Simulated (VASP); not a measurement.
# WSe2 in VASP: notebook

Runs on WSe2. Level: PBE. Tasks: relaxation of the atoms, single point.

Everything below comes from runs of VASP 6.6.1. Logs are shortened: lines on timing, memory, paths and dates and some standing lists are left out, and cuts for length are marked.

## 1. Starting point

The cell holds a slab with vacuum, 3 atoms: a = 3.318 Å, b = 3.318 Å, c = 21.325 Å, α = 90.00°, β = 90.00°, γ = 120.00°.

## 2. Relaxation of the atoms, PBE

INCAR reads:

```
PREC = Accurate
ENCUT = 520
EDIFF = 1E-7
ISMEAR = 0
SIGMA = 0.05
LREAL = False
LASPH = True
NELM = 100
ALGO = Fast
ISIF = 2
LWAVE = False
LCHARG = False
LDIPOL = True
IDIPOL = 3
DIPOL = 0.5 0.5 0.500
GGA = PE
IBRION = 2
NSW = 100
EDIFFG = -0.003
```

KPOINTS reads:

```
regular mesh
0
Gamma
  12 12 1
```

POSCAR reads:

```
WSe2
1.0
    3.3178532700      0.0000000000      0.0000000000
   -1.6589266300      2.8733452200      0.0000000000
    0.0000000000      0.0000000000     21.3252245550
W Se
1 2
Direct
    0.6666666700      0.3333333300      0.5000240677
    0.3333333300      0.6666666700      0.5779645848
    0.3333333300      0.6666666700      0.4220354152
```

Potentials or basis: VASP PAW PBE potentials, release 64 (W_sv, Se).

Started as:

```console
cat potpaw_PBE.64/W_sv/POTCAR potpaw_PBE.64/Se/POTCAR > POTCAR
mpirun -np 1 vasp_std > vasp.out
```

OUTCAR:

```text
PREC = Accurate
   ENCUT = 520
   EDIFF = 1E-7
   ISMEAR = 0
   LREAL = False
   LASPH = True
   NELM = 100
   ISIF = 2
   GGA = PE
   IBRION = 2
   NSW = 100
   EDIFFG = -0.003

 ion  position               nearest neighbor table
   1  0.667  0.333  0.500-   2 2.54   2 2.54   2 2.54   3 2.54   3 2.54   3 2.54
   2  0.333  0.667  0.578-   1 2.54   1 2.54   1 2.54
   3  0.333  0.667  0.422-   1 2.54   1 2.54   1 2.54

  LATTYP: Found a hexagonal cell.
 ALAT       =     3.3178532700
 C/A-ratio  =     6.4274164104

  Lattice vectors:

 A1 = (   3.3178532700,   0.0000000000,   0.0000000000)
 A2 = (  -1.6589266300,   2.8733452200,   0.0000000000)
 A3 = (   0.0000000000,   0.0000000000,  21.3252245550)

Analysis of symmetry for initial positions (statically):
=====================================================================
 Subroutine PRICEL returns:
 Original cell was already a primitive cell.

 Routine SETGRP: Setting up the symmetry group for a
 hexagonal supercell.

 Subroutine GETGRP returns: Found  6 space group operations
 (whereof  6 operations were pure point group operations)
 out of a pool of 24 trial point group operations.

The static configuration has the point symmetry C_3v.

Analysis of symmetry for dynamics (positions and initial velocities):
=====================================================================
 Subroutine PRICEL returns:
 Original cell was already a primitive cell.

 Routine SETGRP: Setting up the symmetry group for a
 hexagonal supercell.

 Subroutine GETGRP returns: Found  6 space group operations
 (whereof  6 operations were pure point group operations)
 out of a pool of 24 trial point group operations.

The dynamic configuration has the point symmetry C_3v.

 Subroutine INISYM returns: Found  6 space group operations
 (whereof  6 operations are pure point group operations),
 and found     1 'primitive' translations

----------------------------------------------------------------------------------------

                                     Primitive cell

  volume of cell :     203.3006

  direct lattice vectors                    reciprocal lattice vectors
     3.317853270  0.000000000  0.000000000     0.301399706  0.174013201  0.000000000
    -1.658926630  2.873345220  0.000000000     0.000000000  0.348026402  0.000000000
     0.000000000  0.000000000 21.325224555     0.000000000  0.000000000  0.046892824

  length of vectors
     3.317853270  3.317853269 21.325224555     0.348026402  0.348026402  0.046892824

  position of ions in fractional coordinates (direct lattice)
     0.666666670  0.333333330  0.500024068
     0.333333330  0.666666670  0.577964585
     0.333333330  0.666666670  0.422035415

  ion indices of the primitive-cell ions
   primitive index   ion index
                 1           1
                 2           2
                 3           3

----------------------------------------------------------------------------------------

 KPOINTS: regular mesh

Automatic generation of k-mesh.
 Grid dimensions read from file:
 generate k-points for:   12   12    1

 Generating k-lattice:

  Cartesian coordinates                     Fractional coordinates (reciprocal lattice)
     0.025116642  0.014501100  0.000000000     0.083333333  0.000000000  0.000000000
     0.000000000  0.029002200  0.000000000     0.000000000  0.083333333  0.000000000
     0.000000000  0.000000000  0.046892824     0.000000000  0.000000000  1.000000000

  Length of vectors
     0.029002200  0.029002200  0.046892824

  Shift w.r.t. Gamma in fractional coordinates (k-lattice)
     0.000000000  0.000000000  0.000000000

 Subroutine IBZKPT returns following result:
 ===========================================

 Found     19 irreducible k-points:

 Following reciprocal coordinates:
            Coordinates               Weight
  0.000000  0.000000  0.000000      1.000000
  0.083333  0.000000  0.000000      6.000000
  0.166667  0.000000  0.000000      6.000000
  0.250000  0.000000  0.000000      6.000000
  0.333333  0.000000  0.000000      6.000000
  0.416667  0.000000  0.000000      6.000000
[... 11 lines left out ...]
  0.333333  0.250000  0.000000     12.000000
  0.333333  0.333333  0.000000      2.000000
   k-points           NKPTS =     19   k-points in BZ     NKDIM =     19   number of bands    NBANDS=     17
   number of dos      NEDOS =    301   number of ions     NIONS =      3
   total plane-waves  NPLWV = 125440
   dimension x,y,z NGX =    28 NGY =   28 NGZ =  160
   dimension x,y,z NGXF=    56 NGYF=   56 NGZF=  320
   ions per type =               1   2
   NGX,Y,Z   is equivalent  to a cutoff of  14.03, 14.03, 12.47 a.u.
   NGXF,Y,Z  is equivalent  to a cutoff of  28.06, 28.06, 24.95 a.u.
 SYSTEM =  unknown system
   PREC   = accura    normal or accurate (medium, high low for compatibility)
   ISTART =      0    job   : 0-new  1-cont  2-samecut
   ICHARG =      2    charge: 1-file 2-atom 10-const
   ISPIN  =      1    spin polarized calculation?
   LNONCOLLINEAR =      F non collinear calculations
   LSORBIT =      F    spin-orbit coupling
   LASPH  =      T    aspherical Exc in radial PAW
   ENCUT  =  520.0 eV  38.22 Ry    6.18 a.u.   6.17  6.17 39.65*2*pi/ulx,y,z
   NELM   =    100;   NELMIN=  2; NELMDL= -5     # of ELM steps
   EDIFF  = 0.1E-06   stopping-criterion for ELM
   LREAL  =      F    real-space projection
   EDIFFG = -.3E-02   stopping-criterion for IOM
   NSW    =    100    number of steps for IOM
   IBRION =      2    ionic relax: 0-MD 1-quasi-New 2-CG
   NFREE  =      1    steps in history (QN), initial steepest desc. (CG)
   ISIF   =      2    stress and relaxation
   ISYM   =      2    0-nonsym 1-usesym 2-fastsym
   POTIM  = 0.5000    time-step for ionic-motion
   TEBEG  =    0.0;   TEEND  =   0.0 temperature during run
   PSTRESS=    0.0 pullay stress
   NELECT =      26.0000    total number of electrons
   NUPDOWN=      -1.0000    fix difference up-down
   EMIN   =  10.00;   EMAX   =-10.00  energy-range for DOS
   EFERMI =   0.00;   METHOD = LEGACY
   ISMEAR =     0;   SIGMA  =   0.05  broadening in eV -4-tet -1-fermi 0-gaus
   EFERMI_NEDOS =   21; number of points for ismear=-14 and -15
   IALGO  =     68    algorithm
   IMIX   =      4    mixing-type and parameters
     AMIX     =   0.40;   BMIX     =  1.00
     AMIX_MAG =   1.60;   BMIX_MAG =  1.00
  volume/ion in A,a.u.               =      67.77       457.31
  Fermi-wavevector in a.u.,A,eV,Ry     =   0.824808  1.558662  9.256165  0.680309
  Thomas-Fermi vector in A             =   1.936558
   LORBIT       =      0    0 simple, 1 ext, 2 COOP (PROOUT), +10 PAW based schemes
   GGA     = PE    functional components
   LHFCALC =     F    Hartree Fock is set to
   AEXX    =    0.0000 exact exchange contribution
   IVDW    =     0    specifies the selected vdW correction
   LEPSILON=     F    determine dielectric tensor
   LRPA    =     F    only Hartree local field effects (RPA)
 conjugate gradient relaxation of ions
 non-spin polarized calculation
 RMM-DIIS sequential band-by-band and
 Gauss-broadening in eV      SIGMA  =   0.05
  energy-cutoff  :      520.00
  volume of cell :      203.30
 maximum number of plane-waves:      5504
 NGX is ok and might be reduce to    28
   NGX = 13   NGY = 13   NGZ = 79

--------------------------------------- Ionic step        1  -------------------------------------------

 number of electron      25.9999996 magnetization

 Free energy of the ion-electron system (eV)
  ---------------------------------------------------
  ext. energy  EPLUGINS =         0.00000000
  ---------------------------------------------------
  free energy    TOTEN  =       -21.61705821 eV

  energy without entropy =      -21.61705821  energy(sigma->0) =      -21.61705821

------------------------ aborting loop because EDIFF is reached ----------------------------------------

  FORCE on cell =-STRESS in cart. coord.  units (eV):
  Direction    XX          YY          ZZ          XY          YZ          ZX
  --------------------------------------------------------------------------------------
  -------------------------------------------------------------------------------------
  Total        0.5142731      0.5142731      1.0959744      0.0000000      0.0000000      0.0000000
  in kB        4.0528991      4.0528991      8.6371882      0.0000000      0.0000000      0.0000000
  external PRESSURE =       5.5809955 kB  Pullay stress =       0.0000000 kB
[... 166 lines left out ...]
  FREE ENERGIE OF THE ION-ELECTRON SYSTEM (eV)
  ---------------------------------------------------
  free  energy   TOTEN  =       -21.6233410124 eV

  energy  without entropy=      -21.6233410124  energy(sigma->0) =      -21.62334101

 dipolmoment           0.000000      0.000000     -0.000002 electrons x Angstroem

--------------------------------------- Ionic step        6  -------------------------------------------

 number of electron      25.9999997 magnetization

------------------------ aborting loop because EDIFF is reached ----------------------------------------

  FORCE on cell =-STRESS in cart. coord.  units (eV):
  Direction    XX          YY          ZZ          XY          YZ          ZX
  --------------------------------------------------------------------------------------
  -------------------------------------------------------------------------------------
  Total        0.1074637      0.1074637      0.0037706      0.0000000      0.0000000      0.0000000
  in kB        0.8469033      0.8469033      0.0297152      0.0000000      0.0000000      0.0000000
  external PRESSURE =       0.5745073 kB  Pullay stress =       0.0000000 kB
[... 22 lines left out ...]
  energy  without entropy=      -21.6233504077  energy(sigma->0) =      -21.62335041

--------------------------------------- Ionic step        7  -------------------------------------------

 number of electron      25.9999997 magnetization

 dipolmoment           0.000000      0.000000      0.000003 electrons x Angstroem

 Free energy of the ion-electron system (eV)
  ---------------------------------------------------
  ext. energy  EPLUGINS =         0.00000000
  ---------------------------------------------------
  free energy    TOTEN  =       -21.62335138 eV

  energy without entropy =      -21.62335138  energy(sigma->0) =      -21.62335138

 E-fermi :  -1.3465     XC(G=0):  -3.7440

 val. band max:       -1.7801387116   @ k =   0.3333   0.3333   0.0000
 cond. band min:      -0.2189538682   @ k =   0.3333   0.3333   0.0000
 fundamental gap:      1.5611848434
 Fermi energy:        -1.3464701714

 k-point     1 :       0.0000    0.0000    0.0000
  band No.  band energies     occupation
      1     -75.8643      2.00000
      2     -40.0842      2.00000
      3     -39.9792      2.00000
      4     -39.9792      2.00000
      5     -16.4702      2.00000
      6     -15.2443      2.00000
[... 9 lines left out ...]
     16       1.2822      0.00000
     17       1.2822      0.00000
[... 345 lines left out ...]
      3     -40.1143      2.00000
      4     -40.0390      2.00000
      5     -14.2716      2.00000
      6     -14.1502      2.00000
[... 9 lines left out ...]
     16       1.6620      0.00000
     17       3.0636      0.00000

------------------------ aborting loop because EDIFF is reached ----------------------------------------

 vacuum level on the upper side and lower side of the slab       (xc-potential included)        -0.016        -0.020

  FORCE on cell =-STRESS in cart. coord.  units (eV):
  Direction    XX          YY          ZZ          XY          YZ          ZX
  --------------------------------------------------------------------------------------
  -------------------------------------------------------------------------------------
  Total        0.1021345      0.1021345     -0.0095286      0.0000000     -0.0000000      0.0000000
  in kB        0.8049046      0.8049046     -0.0750936      0.0000000     -0.0000000      0.0000000
  external PRESSURE =       0.5115719 kB  Pullay stress =       0.0000000 kB

 VOLUME and BASIS-vectors are now :
 -----------------------------------------------------------------------------
  energy-cutoff  :      520.00
  volume of cell :      203.30
      direct lattice vectors                 reciprocal lattice vectors
     3.317853270  0.000000000  0.000000000     0.301399706  0.174013201  0.000000000
    -1.658926630  2.873345220  0.000000000     0.000000000  0.348026402  0.000000000
     0.000000000  0.000000000 21.325224555     0.000000000  0.000000000  0.046892824
[... 9 lines left out ...]
  FREE ENERGIE OF THE ION-ELECTRON SYSTEM (eV)
  ---------------------------------------------------
  free  energy   TOTEN  =       -21.6233513807 eV

  energy  without entropy=      -21.6233513807  energy(sigma->0) =      -21.62335138

 reached required accuracy - stopping structural energy minimisation

 vacuum level on the upper side and lower side of the slab         3.293         3.289
```

Run time: 7.3 min. Hardware: 1 thread of Intel Xeon Platinum 8488C (Sapphire Rapids), shared host; peak memory 0.4 GiB.

Results:

- Free energy: -21.6234 eV
- Energy gained by relaxing: 2.1 meV/atom
- Ionic steps: 7
- Band gap on the k mesh: 1.56 eV, direct

Step by step:
| step | energy change (eV) | largest force (eV/Å) | pressure (GPa) |
| --- | --- | --- | --- |
| 1 | 0.0000 | 0.3407 | 0.56 |
| 2 | -0.0061 | 0.0605 | 0.13 |
| 3 | -0.0063 | 0.0218 | 0.05 |
| 4 | -0.0063 | 0.0211 | 0.06 |
| 5 | -0.0063 | 0.0231 | 0.06 |
| 6 | -0.0063 | 0.0051 | 0.06 |
| 7 | -0.0063 | 0.0006 | 0.05 |

Final structure:
```xyz
3
Lattice="3.3179 0.0000 0.0000 -1.6589 2.8733 0.0000 0.0000 0.0000 21.3252" Properties=species:S:1:pos:R:3 pbc="T T T"
W     1.6589    0.9578   10.6628
Se    0.0000    1.9156   12.3445
Se    0.0000    1.9156    8.9811
```

Caveat: spin-orbit coupling is left out, which moves the levels of the heavy elements.

## 3. Single point, PBE

Edit INCAR of step 2 so:

```diff
@@ -16,4 +16,4 @@
 GGA = PE
-IBRION = 2
-NSW = 100
-EDIFFG = -0.003
+NBANDS = 20
+LVHAR = True
+LVACPOTAV = True
```

KPOINTS reads:

```
regular mesh
0
Gamma
  18 18 1
```

POSCAR reads:

```
WSe2                                    
1.0
    3.3178532700      0.0000000000      0.0000000000
   -1.6589266300      2.8733452200      0.0000000000
    0.0000000000      0.0000000000     21.3252245550
  W               Se            
     1     2
Direct
     0.6666666699999979    0.3333333300000021    0.5000081993836619
     0.3333333300000021    0.6666666699999979    0.5788673161651647
     0.3333333300000021    0.6666666699999979    0.4211485521511699
```

Potentials or basis: VASP PAW PBE potentials, release 64 (W_sv, Se).

Started as:

```console
cat potpaw_PBE.64/W_sv/POTCAR potpaw_PBE.64/Se/POTCAR > POTCAR
mpirun -np 1 vasp_std > vasp.out
```

It took 6.5 min on 1 thread of Intel Xeon Platinum 8488C (Sapphire Rapids), shared host; peak memory 0.42 GiB.

Results (log left out):

```yaml
Free_energy: -21.6234 eV
Band_gap_on_the_k_mesh: 1.56 eV, direct
Ionisation_potential_of_the_upper_face: 5.09 eV
```

Levels at points of the mesh, in eV from the valence-band top:
```csv
k point,band 11,band 12,band 13,band 14,band 15,band 16
"(0.00, 0.00, 0.00)",-1.22,-1.22,-0.34,2.90,2.90,3.06
"(0.50, 0.00, 0.00)",-2.13,-0.98,-0.94,2.36,2.72,3.67
```

Caveat: spin-orbit coupling is left out, which moves the levels of the heavy elements.

## 4. Single point, PBE, spin-orbit coupling, no magnetisation

Edit INCAR of step 3 so:

```diff
@@ -12,2 +12,7 @@
 LCHARG = False
+MAGMOM = 0 0 0 0 0 0 0 0 0
+LORBIT = 11
+LSORBIT = True
+GGA_COMPAT = False
+LMAXMIX = 4
 LDIPOL = True
@@ -16,3 +21,3 @@
 GGA = PE
-NBANDS = 20
+NBANDS = 39
 LVHAR = True
```

KPOINTS reads:

```
regular mesh
0
Gamma
  12 12 1
```

POSCAR is that of step 3.

Started as:

```console
cat potpaw_PBE.64/W_sv/POTCAR potpaw_PBE.64/Se/POTCAR > POTCAR
mpirun -np 1 vasp_ncl > vasp.out
```

Run time: 26 min. Hardware: 1 thread of Intel Xeon Platinum 8488C (Sapphire Rapids), shared host; peak memory 1.1 GiB.

It converged, with:

- Free energy: -22.4414 eV
- Largest force: 0.032 eV/Å
- Valence electrons inside the program's atomic spheres: W 11.94; Se 3.88
- Work function of the upper face: 4.43 eV
- Work function of the lower face: 4.43 eV

Forces in eV/Å, atoms in the order of the input:
```
W    0.000  0.000  0.000
Se   0.000  0.000  0.032
Se   0.000  0.000 -0.032
```

## 5. Overview

```tsv
task	spin	cell	k mesh	gap on the mesh (eV)
relaxation of the atoms	off	atoms relaxed	12 × 12 × 1	1.56
single point	off	P-6m2, 67.77 Å³/atom	18 × 18 × 1	1.56
single point	SOC, no magnetisation	P-6m2, 67.77 Å³/atom	12 × 12 × 1	-
```

Alike in all rows: level PBE; potentials or basis VASP PAW PBE potentials, release 64 (W_sv, Se); cutoff (eV) 520; smearing gaussian 0.05 eV.

Caveats: spin-orbit coupling is left out, which moves the levels of the heavy elements (some runs).

Absolute energies hang on the potentials; compare differences alone.
